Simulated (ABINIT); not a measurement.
# CdF2 (Fm-3m) in ABINIT: a series of runs, part 2 of 2

ABINIT 10.8.3 (patched build).

### Step 4. Band structure, revPBE

run.abi reads:

```
# Datasets: ground state, then fixed potential
ndtset 2

# Pseudopotentials
pp_dirpath "./"
pseudos "Cd.GGA_PBE-JTH.xml, F.GGA_PBE-JTH.xml"

# Structure
acell 7.1996511916 7.1996511916 7.1996511916
rprim
     0.0000000000     0.7071067812     0.7071067812
     0.7071067812     0.0000000000     0.7071067812
     0.7071067812     0.7071067812     0.0000000000
ntypat 2
znucl 48 9
natom 3
typat 1 2 2
xred
     0.0000000000     0.0000000000     0.0000000000
     0.7500000000     0.7500000000     0.7500000000
     0.2500000000     0.2500000000     0.2500000000

# Plane-wave basis
ecut 23.0
pawecutdg 45.0

# Exchange and correlation
ixc 14

# Bands and occupations
occopt 3
tsmear 0.05 eV

# SCF cycle
nstep 100

# Output
iomode 3
prtwf 0
prteig 0
prtebands 0
enunit 1
prtden1 1

# Dataset 1
kptopt1 1
ngkpt1 9 9 9
nshiftk1 1
shiftk1 0.0 0.0 0.0
nband1 17
tolvrs1 1.0e-9

# Dataset 2: bands along G-X-W-K-G-L-U-W-L-K
iscf2 -2
getden2 1
nband2 23
nbdbuf2 4
tolwfr2 1.0e-11
kptopt2 -9
ndivsm2 8
prteig2 1
kptbounds2
     0.0000000000     0.0000000000     0.0000000000
     0.5000000000     0.0000000000     0.5000000000
     0.5000000000     0.2500000000     0.7500000000
     0.3750000000     0.3750000000     0.7500000000
     0.0000000000     0.0000000000     0.0000000000
     0.5000000000     0.5000000000     0.5000000000
     0.6250000000     0.2500000000     0.6250000000
     0.5000000000     0.2500000000     0.7500000000
     0.5000000000     0.5000000000     0.5000000000
     0.3750000000     0.3750000000     0.7500000000
```

Potentials or basis: JTH PAW PBE v2.0.

On the command line:

```console
$ abinit run.abi > log 2>&1
```

run.abo:

```text
.Version 10.8.3 of ABINIT
 DATASET    1 : space group Fm -3 m (#225); Bravais cF (face-center cubic)
================================================================================
 Values of the parameters that define the memory need for DATASET  1.
     intxc =       0    ionmov =       0      iscf =      17    lmnmax =      18
     lnmax =       6     mgfft =      32  mpssoang =       3    mqgrid =    3001
     natom =       3  nloc_mem =       2    nspden =       1   nspinor =       1
    nsppol =       1      nsym =      48    n1xccc =       1    ntypat =       2
    occopt =       3   xclevel =       2
       mpw =        1402          nfft =       32768          nkpt =          35
 PAW method is used; the additional fine FFT grid is defined by:
   mgfftf=        45    nfftf =     91125
================================================================================
================================================================================

 DATASET    2 : space group Fm -3 m (#225); Bravais cF (face-center cubic)
================================================================================
 Values of the parameters that define the memory need for DATASET  2.
     intxc =       0    ionmov =       0      iscf =      -2    lmnmax =      18
     lnmax =       6     mgfft =      32  mpssoang =       3    mqgrid =    3001
     natom =       3  nloc_mem =       2    nspden =       1   nspinor =       1
    nsppol =       1      nsym =      48    n1xccc =       1    ntypat =       2
    occopt =       3   xclevel =       2
       mpw =        1407          nfft =       32768          nkpt =         139
 PAW method is used; the additional fine FFT grid is defined by:
   mgfftf=        45    nfftf =     91125
================================================================================
================================================================================

--------------------------------------------------------------------------------
[... 1478 lines left out ...]
 -19.40025  -18.32039   -4.12707   -4.12707   -4.12707   -2.94520   -2.94520    0.51093
   0.51093    0.51093    0.98986    0.98986    0.98986    4.71601   14.33876   14.33876
  14.33876   19.46680   21.54816   21.54816   25.06937   25.07077   25.09268
 kpt#   2, nband= 23, wtk=  1.00000, kpt=  0.0217  0.0000  0.0217 (reduced coord)
 -19.39821  -18.32214   -4.12445   -4.12445   -4.12060   -2.94738   -2.94468    0.49044
   0.50410    0.50410    0.98985    0.99061    0.99061    4.74100   14.30576   14.34740
  14.34740   19.51693   21.50546   21.55153   25.06407   25.07702   25.71198
 kpt#   3, nband= 23, wtk=  1.00000, kpt=  0.0435  0.0000  0.0435 (reduced coord)
 -19.39224  -18.32735   -4.11663   -4.11663   -4.10131   -2.95405   -2.94313    0.43046
   0.48343    0.48343    0.98980    0.99310    0.99310    4.81425   14.21111   14.37307
  14.37307   19.65909   21.38623   21.56161   25.01817   25.10006   25.72478
 kpt#   4, nband= 23, wtk=  1.00000, kpt=  0.0652  0.0000  0.0652 (reduced coord)
 -19.38235  -18.33594   -4.10358   -4.10358   -4.06950   -2.96536   -2.94054    0.33602
   0.44862    0.44862    0.98968    0.99802    0.99802    4.93133   14.06602   14.41511
  14.41511   19.86452   21.22073   21.57841   25.03596   25.23334   25.63773
 kpt#   5, nband= 23, wtk=  1.00000, kpt=  0.0870  0.0000  0.0870 (reduced coord)
[... 525 lines left out ...]
  -0.83669   -0.66638    0.30868    1.11527    1.23858    9.37304   12.06059   13.45020
  16.14280   16.52748   21.37500   23.01112   23.33797   24.14803   26.01670
 kpt# 137, nband= 23, wtk=  1.00000, kpt=  0.3929  0.3929  0.7143 (reduced coord)
 -18.84912  -18.78374   -3.67031   -3.37170   -3.02471   -3.00874   -2.88280   -1.88659
  -0.90337   -0.71008    0.38390    1.12449    1.25659    9.44586   12.24691   13.15615
  16.13458   16.37306   21.62656   22.83445   23.20097   24.24044   26.11761
 kpt# 138, nband= 23, wtk=  1.00000, kpt=  0.3839  0.3839  0.7321 (reduced coord)
 -18.85668  -18.77361   -3.68298   -3.33350   -3.01491   -3.00936   -2.90502   -1.88654
  -0.96564   -0.76113    0.46083    1.13180    1.27312    9.50440   12.40013   12.92270
  16.12160   16.24973   21.88260   22.66750   23.08602   24.30887   26.10918
 kpt# 139, nband= 23, wtk=  1.00000, kpt=  0.3750  0.3750  0.7500 (reduced coord)
 -18.86637  -18.76209   -3.69821   -3.30884   -3.02092   -2.99954   -2.90695   -1.87746
  -1.02079   -0.81519    0.53775    1.13705    1.28767    9.54134   12.38371   12.89297
  16.10325   16.15580   22.12645   22.51270   23.00797   24.35298   25.97225

== END DATASET(S) ==============================================================
================================================================================

 -outvars: echo values of variables after computation  --------
            acell      7.1996511916E+00  7.1996511916E+00  7.1996511916E+00 Bohr
           etotal1    -9.6319365040E+01
            fcart1     6.8868632122E-32 -2.0660589637E-31  3.4434316061E-31
                       6.8868632122E-32  2.0660589637E-31 -4.8208042485E-31
                      -1.3773726424E-31  0.0000000000E+00  1.3773726424E-31
            rprim      0.0000000000E+00  7.0710678120E-01  7.0710678120E-01
                       7.0710678120E-01  0.0000000000E+00  7.0710678120E-01
                       7.0710678120E-01  7.0710678120E-01  0.0000000000E+00
           strten1    -2.9365740516E-04 -2.9365740516E-04 -2.9365740516E-04
                       0.0000000000E+00  0.0000000000E+00  0.0000000000E+00
           xangst      0.0000000000E+00  0.0000000000E+00  0.0000000000E+00
                       4.0409999973E+00  4.0409999973E+00  4.0409999973E+00
                       1.3469999991E+00  1.3469999991E+00  1.3469999991E+00
             xred      0.0000000000E+00  0.0000000000E+00  0.0000000000E+00
                       7.5000000000E-01  7.5000000000E-01  7.5000000000E-01
                       2.5000000000E-01  2.5000000000E-01  2.5000000000E-01
 Calculation completed.
```

Run time: 1.8 min. Hardware: 1 thread of Arm Neoverse V1, shared host; peak memory 0.18 GiB.

What came out:

| Item | Value |
| --- | --- |
| Free energy | -2620.9834 eV |
| Pressure | 8.6 GPa |
| Band gap on the k mesh | 3.26 eV, indirect (least direct gap 3.73 eV) |
| Band gap along the path | 3.23 eV, indirect (least direct gap 3.73 eV) |
| Valence electrons inside the program's atomic spheres | Cd 10.27; F 5.67 |

Levels at the corners of the path, in eV from the valence-band top:
```
point  band 9  band 10  band 11  band 12  band 13  band 14  band 15  band 16  band 17  band 18
    Γ   -0.97    -0.97    -0.50    -0.50    -0.50     3.23    12.85    12.85    12.85    17.98
    X   -2.93    -2.93    -0.51    -0.09    -0.09     8.10     9.82    12.28    14.43    14.43
    W   -2.58    -1.52    -1.52    -0.60     0.00     8.16    11.81    11.84    11.84    16.41
    K   -2.51    -2.30    -0.95    -0.35    -0.20     8.06    10.90    11.41    14.62    14.67
    Γ   -0.97    -0.97    -0.50    -0.50    -0.50     3.23    12.85    12.85    12.85    17.98
    L   -2.25    -1.83    -1.83    -0.39    -0.39     7.27     9.38    14.63    14.63    18.42
    U   -2.51    -2.30    -0.95    -0.35    -0.20     8.06    10.90    11.41    14.62    14.67
    W   -2.58    -1.52    -1.52    -0.60     0.00     8.16    11.81    11.84    11.84    16.41
    L   -2.25    -1.83    -1.83    -0.39    -0.39     7.27     9.38    14.63    14.63    18.42
    K   -2.51    -2.30    -0.95    -0.35    -0.20     8.06    10.90    11.41    14.62    14.67
```

Caveat: the PAW data sets were made with another functional, which shifts forces and pressure a little. A hybrid or GW would open this gap; revPBE tends to underestimate it.

### Step 5. Band structure, LDA

Changes to run.abi since step 4:

```diff
@@ -5,10 +5,10 @@
 pp_dirpath "./"
-pseudos "Cd.GGA_PBE-JTH.xml, F.GGA_PBE-JTH.xml"
+pseudos "Cd.LDA_PW-JTH.xml, F.LDA_PW-JTH.xml"
 
 # Structure
-acell 7.1996511916 7.1996511916 7.1996511916
+acell 3*1.0 Angstrom
 rprim
-     0.0000000000     0.7071067812     0.7071067812
-     0.7071067812     0.0000000000     0.7071067812
-     0.7071067812     0.7071067812     0.0000000000
+     0.0000000000     2.6940000000     2.6940000000
+     2.6940000000     0.0000000000     2.6940000000
+     2.6940000000     2.6940000000     0.0000000000
 ntypat 2
@@ -27,3 +27,3 @@
 # Exchange and correlation
-ixc 14
+ixc 7
```

Potentials or basis: JTH PAW LDA v2.0.

On the command line:

```console
$ abinit run.abi > log 2>&1
```

Wall time 2.5 min (1 thread of Arm Neoverse V1, shared host); peak memory 0.16 GiB.

The run converged. Its results:

```yaml
Free_energy: -2625.6326 eV
Pressure: -6.0 GPa
Band_gap_on_the_k_mesh: 2.80 eV, indirect (least direct gap 3.24 eV)
Band_gap_along_the_path: 2.78 eV, indirect (least direct gap 3.24 eV)
Valence_electrons_inside_the_program's_atomic_spheres: Cd 10.28; F 5.63
```

Levels at the corners of the path, in eV from the valence-band top:
```tsv
point	band 10	band 11	band 12	band 13	band 14	band 15	band 16	band 17
Γ	-1.02	-0.47	-0.47	-0.47	2.78	12.28	12.28	12.28
X	-3.06	-0.54	-0.09	-0.09	7.71	9.33	11.48	13.91
W	-1.57	-1.57	-0.64	0.00	7.79	11.07	11.36	11.36
K	-2.35	-1.00	-0.37	-0.20	7.68	10.42	10.73	14.07
Γ	-1.02	-0.47	-0.47	-0.47	2.78	12.28	12.28	12.28
L	-1.91	-1.91	-0.38	-0.38	6.91	8.78	14.12	14.12
U	-2.35	-1.00	-0.37	-0.20	7.68	10.42	10.73	14.07
W	-1.57	-1.57	-0.64	0.00	7.79	11.07	11.36	11.36
L	-1.91	-1.91	-0.38	-0.38	6.91	8.78	14.12	14.12
K	-2.35	-1.00	-0.37	-0.20	7.68	10.42	10.73	14.07
```

As with any semilocal functional, this LDA gap is likely too small.

### Step 6. Overview

```tsv
level	potentials or basis	gap on the mesh (eV)	pressure (GPa)
PW91	JTH PAW PBE v2.0	3.11	4.3
PBE	JTH PAW PBE v2.0	3.10	5.1
revPBE	JTH PAW PBE v2.0	3.26	8.6
LDA	JTH PAW LDA v2.0	2.80	-6.0
```

Alike in all rows: task band structure; no spin polarisation; cell as given; k mesh 9 × 9 × 9; cutoff (eV) 626; smearing fermi-dirac 0.05 eV.

Caveats: the PAW data sets were made with another functional, which shifts forces and pressure a little (some runs).

Absolute energies hang on the potentials; compare differences alone.
